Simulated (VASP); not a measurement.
# InGa3As4 (P-43m) in VASP: relaxation of cell and atoms with PBEsol

Aim: the relaxation of cell and atoms of InGa3As4 with PBEsol.

Program: VASP 6.6.1. These are calculated values, not measurements. Logs are shortened: lines on timing, memory, paths and dates and some standing lists are left out, and cuts for length are marked.

### Step 1. The crystal as given

The structure is cubic, space group P-43m (No. 215). Conventional cell: a = 5.760 Å, b = 5.760 Å, c = 5.760 Å, α = 90.00°, β = 90.00°, γ = 90.00°. In (site symmetry -43m) is surrounded by 4 As at 2.49 Å. Around Ga (site symmetry -42m) lie 4 As at 2.49 Å. As (site symmetry 3m) has 1 In at 2.49 Å and 3 Ga at 2.49 Å as nearest neighbours.

The cell comes from a database or a generator and needn't be the stable form of this composition.

### Step 2. Relaxation of cell and atoms, PBEsol

INCAR

```
PREC     = Accurate       # precision mode
ENCUT    = 520            # plane-wave cutoff, eV
EDIFF    = 1E-7           # SCF threshold, eV
ISMEAR   = 0              # smearing method
SIGMA    = 0.03           # smearing width, eV
LREAL    = False          # projectors in reciprocal space
LASPH    = True           # aspherical terms in the spheres
NELM     = 80             # most SCF steps
ALGO     = Normal         # electronic algorithm
ISIF     = 3              # what is computed and relaxed
LWAVE    = False          # write WAVECAR
LCHARG   = False          # write CHGCAR
GGA      = PS             # functional
IBRION   = 2              # ionic algorithm
NSW      = 60             # ionic steps
EDIFFG   = -0.01          # ionic threshold
```

KPOINTS

```
Automatic mesh
0
Gamma
  4 4 4
```

POSCAR

```
InGa3As4
1.0
    0.0000000000      5.7600000000      5.7600000000
    5.7600000000      0.0000000000      5.7600000000
    5.7600000000      5.7600000000      0.0000000000
In Ga As
2 6 8
Direct
    0.0000000000      0.0000000000      0.0000000000
    0.5000000000      0.5000000000      0.5000000000
    0.0000000000      0.0000000000      0.5000000000
    0.0000000000      0.5000000000      0.0000000000
    0.0000000000      0.5000000000      0.5000000000
    0.5000000000      0.0000000000      0.0000000000
    0.5000000000      0.0000000000      0.5000000000
    0.5000000000      0.5000000000      0.0000000000
    0.1250000000      0.1250000000      0.1250000000
    0.1250000000      0.1250000000      0.6250000000
    0.1250000000      0.6250000000      0.1250000000
    0.1250000000      0.6250000000      0.6250000000
    0.6250000000      0.1250000000      0.1250000000
    0.6250000000      0.1250000000      0.6250000000
    0.6250000000      0.6250000000      0.1250000000
    0.6250000000      0.6250000000      0.6250000000
```

Potentials or basis: VASP PAW PBE potentials, release 64 (In_d, Ga_d, As).

Started as:

```console
$ cat potpaw_PBE.64/In_d/POTCAR potpaw_PBE.64/Ga_d/POTCAR potpaw_PBE.64/As/POTCAR > POTCAR
$ mpirun -np 1 vasp_std > vasp.out
```

OUTCAR:

```text
PREC = Accurate
   ENCUT = 520
   EDIFF = 1E-7
   ISMEAR = 0
   LREAL = False
   LASPH = True
   NELM = 80
   ISIF = 3
   GGA = PS
   IBRION = 2
   NSW = 60
   EDIFFG = -0.01

 ion  position               nearest neighbor table
   1  0.000  0.000  0.000-   9 2.49  10 2.49  11 2.49  13 2.49
   2  0.500  0.500  0.500-  12 2.49  14 2.49  15 2.49  16 2.49
   3  0.000  0.000  0.500-   9 2.49  10 2.49  12 2.49  14 2.49
   4  0.000  0.500  0.000-   9 2.49  11 2.49  12 2.49  15 2.49
   5  0.000  0.500  0.500-  10 2.49  11 2.49  12 2.49  16 2.49
   6  0.500  0.000  0.000-   9 2.49  13 2.49  14 2.49  15 2.49
[... 8 lines left out ...]
  15  0.625  0.625  0.125-   2 2.49   4 2.49   6 2.49   8 2.49
  16  0.625  0.625  0.625-   2 2.49   5 2.49   7 2.49   8 2.49

  LATTYP: Found a face centered cubic cell.
 ALAT       =    11.5200000000

  Lattice vectors:

 A1 = (   0.0000000000,   5.7600000000,   5.7600000000)
 A2 = (   5.7600000000,   0.0000000000,   5.7600000000)
 A3 = (   5.7600000000,   5.7600000000,   0.0000000000)

Analysis of symmetry for initial positions (statically):
=====================================================================
 Subroutine PRICEL returns following result:

  LATTYP: Found a simple cubic cell.
 ALAT       =     5.7600000000

  Lattice vectors:

 A1 = (  -5.7600000000,   0.0000000000,   0.0000000000)
 A2 = (   0.0000000000,   0.0000000000,   5.7600000000)
 A3 = (   0.0000000000,   5.7600000000,   0.0000000000)

   2 primitive cells build up your supercell.

 Routine SETGRP: Setting up the symmetry group for a
 face centered cubic supercell.

 Subroutine GETGRP returns: Found 24 space group operations
 (whereof 24 operations were pure point group operations)
 out of a pool of 48 trial point group operations.

The static configuration has the point symmetry T_d .

Analysis of symmetry for dynamics (positions and initial velocities):
=====================================================================
 Subroutine PRICEL returns following result:

  LATTYP: Found a simple cubic cell.
 ALAT       =     5.7600000000

  Lattice vectors:

 A1 = (  -5.7600000000,   0.0000000000,   0.0000000000)
 A2 = (   0.0000000000,   0.0000000000,   5.7600000000)
 A3 = (   0.0000000000,   5.7600000000,   0.0000000000)

   2 primitive cells build up your supercell.
[... 108 lines left out ...]
   NFREE  =      1    steps in history (QN), initial steepest desc. (CG)
   ISIF   =      3    stress and relaxation
   ISYM   =      2    0-nonsym 1-usesym 2-fastsym
   POTIM  = 0.5000    time-step for ionic-motion
   TEBEG  =    0.0;   TEEND  =   0.0 temperature during run
   PSTRESS=    0.0 pullay stress
   NELECT =     144.0000    total number of electrons
   NUPDOWN=      -1.0000    fix difference up-down
   EMIN   =  10.00;   EMAX   =-10.00  energy-range for DOS
   EFERMI =   0.00;   METHOD = LEGACY
   ISMEAR =     0;   SIGMA  =   0.03  broadening in eV -4-tet -1-fermi 0-gaus
   EFERMI_NEDOS =   21; number of points for ismear=-14 and -15
   IALGO  =     38    algorithm
   IMIX   =      4    mixing-type and parameters
     AMIX     =   0.40;   BMIX     =  1.00
     AMIX_MAG =   1.60;   BMIX_MAG =  1.00
  volume/ion in A,a.u.               =      23.89       161.20
  Fermi-wavevector in a.u.,A,eV,Ry     =   1.182397  2.234406 19.021785  1.398062
  Thomas-Fermi vector in A             =   2.318652
   LORBIT       =      0    0 simple, 1 ext, 2 COOP (PROOUT), +10 PAW based schemes
   GGA     = PS    functional components
   LHFCALC =     F    Hartree Fock is set to
   AEXX    =    0.0000 exact exchange contribution
   IVDW    =     0    specifies the selected vdW correction
   LEPSILON=     F    determine dielectric tensor
   LRPA    =     F    only Hartree local field effects (RPA)
 conjugate gradient relaxation of ions
 non-spin polarized calculation
 Gauss-broadening in eV      SIGMA  =   0.03
  energy-cutoff  :      520.00
  volume of cell :      382.21
 maximum number of plane-waves:     10332
 NGX is ok and might be reduce to    64
   NGX = 31   NGY = 31   NGZ = 31

--------------------------------------- Ionic step        1  -------------------------------------------

 number of electron     143.9999936 magnetization

 Free energy of the ion-electron system (eV)
  ---------------------------------------------------
  ext. energy  EPLUGINS =         0.00000000
  ---------------------------------------------------
  free energy    TOTEN  =       -70.71565551 eV

  energy without entropy =      -70.71565164  energy(sigma->0) =      -70.71565358

------------------------ aborting loop because EDIFF is reached ----------------------------------------

  FORCE on cell =-STRESS in cart. coord.  units (eV):
  Direction    XX          YY          ZZ          XY          YZ          ZX
  --------------------------------------------------------------------------------------
  -------------------------------------------------------------------------------------
  Total        2.4795272      2.4795272      2.4795272     -0.0000000     -0.0000000      0.0000000
  in kB       10.3939832     10.3939832     10.3939832     -0.0000000     -0.0000000      0.0000000
  external PRESSURE =      10.3939832 kB  Pullay stress =       0.0000000 kB
[... 187 lines left out ...]
--------------------------------------- Ionic step        5  -------------------------------------------

 number of electron     143.9999926 magnetization

 Free energy of the ion-electron system (eV)
  ---------------------------------------------------
  ext. energy  EPLUGINS =         0.00000000
  ---------------------------------------------------
  free energy    TOTEN  =       -71.21958233 eV

  energy without entropy =      -71.21939537  energy(sigma->0) =      -71.21948885

 E-fermi :   3.9396     XC(G=0):  -9.6047

 val. band max:        3.8967715204   @ k =   0.0000   0.0000   0.0000
 cond. band min:       3.9717683411   @ k =   0.0000   0.0000   0.0000
 fundamental gap:      0.0749968207
 Fermi energy:         3.9396399400

 k-point     1 :       0.0000    0.0000    0.0000
  band No.  band energies     occupation
      1     -10.9618      2.00000
      2     -10.9618      2.00000
      3     -10.9618      2.00000
      4     -10.9471      2.00000
      5     -10.9309      2.00000
      6     -10.9309      2.00000
[... 685 lines left out ...]
     83       7.3926      0.00000
     84       7.3926      0.00000
 [bands above 84 left out]

------------------------ aborting loop because EDIFF is reached ----------------------------------------

  FORCE on cell =-STRESS in cart. coord.  units (eV):
  Direction    XX          YY          ZZ          XY          YZ          ZX
  --------------------------------------------------------------------------------------
  -------------------------------------------------------------------------------------
  Total       -0.0384504     -0.0384504     -0.0384504      0.0000000     -0.0000000      0.0000000
  in kB       -0.1602172     -0.1602172     -0.1602172      0.0000000     -0.0000000      0.0000000
  external PRESSURE =      -0.1602172 kB  Pullay stress =       0.0000000 kB
[... 31 lines left out ...]
  FREE ENERGIE OF THE ION-ELECTRON SYSTEM (eV)
  ---------------------------------------------------
  free  energy   TOTEN  =       -71.2195823295 eV

  energy  without entropy=      -71.2193953659  energy(sigma->0) =      -71.21948885

 reached required accuracy - stopping structural energy minimisation
```

It took 40 min on 1 thread of Intel Xeon Platinum 8488C (Sapphire Rapids), shared host; peak memory 0.73 GiB.

Results:

- Free energy: -71.2196 eV
- Relaxed volume: 24.03 Å³/atom
- Relaxed cell: a = 8.162 Å, b = 8.162 Å, c = 8.162 Å, α = 60.00°, β = 60.00°, γ = 60.00°
- Space group after relaxing (to 0.05 Å): P-43m (No. 215)
- Energy gained by relaxing: 31.5 meV/atom
- Ionic steps: 5
- Pressure after relaxing: 0.0 GPa
- Band gap on the k mesh: 0.08 eV

The path:
```csv
step,energy change (eV),largest force (eV/Å),pressure (GPa),volume (Å³)
1,0.0000,1.3680,1.04,382.21
2,-0.4456,0.3509,-0.86,390.84
3,-0.4629,0.1313,-1.26,393.04
4,-0.5020,0.0318,0.30,382.67
5,-0.5039,0.0016,-0.02,384.51
```

Final structure:
```
CELL_PARAMETERS angstrom
0.00000 5.77153 5.77153
5.77153 0.00000 5.77153
5.77153 5.77153 0.00000
ATOMIC_POSITIONS crystal
In 0.00000 0.00000 0.00000
In 0.50000 0.50000 0.50000
Ga 0.00000 0.00000 0.50000
Ga 0.00000 0.50000 0.00000
Ga 0.00000 0.50000 0.50000
Ga 0.50000 0.00000 0.00000
Ga 0.50000 0.00000 0.50000
Ga 0.50000 0.50000 0.00000
As 0.12975 0.12975 0.12975
As 0.12975 0.12975 0.61076
As 0.12975 0.61076 0.12975
As 0.11076 0.62975 0.62975
As 0.61076 0.12975 0.12975
As 0.62975 0.11076 0.62975
As 0.62975 0.62975 0.11076
As 0.62975 0.62975 0.62975
```

Caveat: the PAW data sets were made with another functional, which shifts forces and pressure a little; spin-orbit coupling is left out, which moves the levels of the heavy elements.
